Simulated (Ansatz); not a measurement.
## FePt: zone-centre modes

Level of theory: Ansatz, DFT PBE, scalar-relativistic, plane waves, PAW. Cutoff 420 eV, 20×20×14 k-points (Γ-centred), Gaussian smearing of 0.20 eV. Collinear spin, site moments 3.0, 0.4 μB. Phonons by linear response, acoustic sum rule imposed.

Equilibrium structure at this level:
```
Fe Pt
1.0
     2.73054    0.00000    0.00000
     0.00000    2.73054    0.00000
     0.00000    0.00000    3.76377
Fe Pt
1 1
Direct
  0.50000 0.50000 0.50000
  0.00000 0.00000 0.00000
```

It was relaxed at this level from a cell as deposited in COD. In a metal, frequencies depend on the k mesh and the smearing, soft modes most. Spin–orbit coupling is left out, which matters for heavy elements.

Optical modes at Γ:
```json
{"frequency (meV)": "19.4", "degeneracy": "2"}
{"frequency (meV)": "28.0", "degeneracy": "1"}
```

All 3 optical modes at Γ are real: no displacement of atoms at fixed cell lowers the energy to second order. Strains and modes at other wave vectors aren't tested by this run.
